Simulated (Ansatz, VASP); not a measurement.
**Two plane-wave programs on BiTe**

File INCAR:

```
PREC     = Accurate       # precision mode
ENCUT    = 520            # plane-wave cutoff, eV
EDIFF    = 1E-6           # SCF threshold, eV
ISMEAR   = 0              # smearing method
SIGMA    = 0.1            # smearing width, eV
LREAL    = F              # projectors in reciprocal space
LASPH    = T              # aspherical terms in the spheres
NELM     = 100            # most SCF steps
ALGO     = Normal         # electronic algorithm
ISIF     = 2              # what is computed and relaxed
LWAVE    = F              # write WAVECAR
LCHARG   = T              # write CHGCAR
GGA      = PS             # functional
LELF     = T              # ELF
LVHAR    = T            
NBANDS   = 18             # bands
```

File KPOINTS:

```
Automatic mesh
0
Gamma
  12 12 12
```

The input POSCAR:

```
BiTe
1.0
    0.0000000000      3.2288108755      3.2288108755
    3.2288108755      0.0000000000      3.2288108755
    3.2288108755      3.2288108755      0.0000000000
Bi Te
1 1
Direct
    0.0000000000      0.0000000000      0.0000000000
    0.5000000000      0.5000000000      0.5000000000
```

Input for Ansatz:

```yaml
crystal:
  lattice:
    - [0.0, 3.2288108755, 3.2288108755]
    - [3.2288108755, 0.0, 3.2288108755]
    - [3.2288108755, 3.2288108755, 0.0]
  atoms:
    - { symbol: Bi, position: [0.0, 0.0, 0.0] }
    - { symbol: Te, position: [0.5, 0.5, 0.5] }
basis:
  ecutwfc: 420
kpoints:
  mp_grid: { grid: [12, 12, 12] }
hamiltonian:
  xc: pbesol
scf:
  occupations: { method: gaussian, width: 0.1 }
output:
  forces: true
  stress: true
  eigenvalues: true
  write_density: true
  write_potential: true
  elf: true
  volumetric_format: npy
```

Alike in both runs: task single point; functional PBEsol; k mesh 12 × 12 × 12; occupations gaussian, width 0.1 eV; no spin polarisation.

|  | VASP | Ansatz |
| --- | --- | --- |
| version | VASP 6.6.1 | Ansatz 0.2.0 |
| potentials or method | VASP PAW PBE potentials, release 64 (Bi_d, Te) | scalar-relativistic, plane waves, PAW |
| plane-wave cutoff (eV) | 520 | 420 |
| valence electrons in the cell | 21 | 31 |

```tsv
	VASP	Ansatz	Ansatz less VASP
gap on the k mesh at the Fermi level (eV)	none	none	-
pressure (GPa)	-1.5	-1.5	+0.02
```

A gap of «none» marks a metal or a gap that the smearing closes. The two sets of potentials don't hold the same shells in valence.

Caveats: the PAW data sets were made with another functional, which shifts forces and pressure a little (VASP); spin-orbit coupling is left out, which moves the levels of the heavy elements.
